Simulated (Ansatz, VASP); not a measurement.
Two plane-wave programs on H

```xyz
2
Lattice="-1.7652 1.7652 2.1969 1.7652 -1.7652 2.1969 1.7652 1.7652 -2.1969" Properties=species:S:1:pos:R:3 pbc="T T T"
H     0.0000    0.0000    4.0142
H     0.0000    0.0000    0.3796
```

Change from the starting cell: volume scaled by 1.020, atoms relaxed by PAW.

Alike in both runs: functional PBEsol; k mesh 10 × 10 × 10; no spin polarisation.

Ansatz relaxed the structure, and its values are those at the end. VASP's run is a single point on that final structure, the one shown.

```csv
,VASP,Ansatz
version,VASP 6.6.1,Ansatz 0.2.0
potentials or method,"VASP PAW PBE potentials, release 64 (H)","PAW with Ansatz's default frozen-core files, scalar-relativistic"
plane-wave cutoff (eV),520,420
occupations,"gaussian, width 0.01 eV",fixed
valence electrons in the cell,2,2
```

```tsv
	VASP	Ansatz	Ansatz less VASP
gap on the k mesh at the Fermi level (eV)	8.89	8.90	+0.003
pressure (GPa)	-0.1	0.0	+0.15
```

Ansatz warned: «stress_scf_threshold_loose».

Caveats: the PAW data sets were made with another functional, which shifts forces and pressure a little (VASP). A k mesh can miss the band edges.
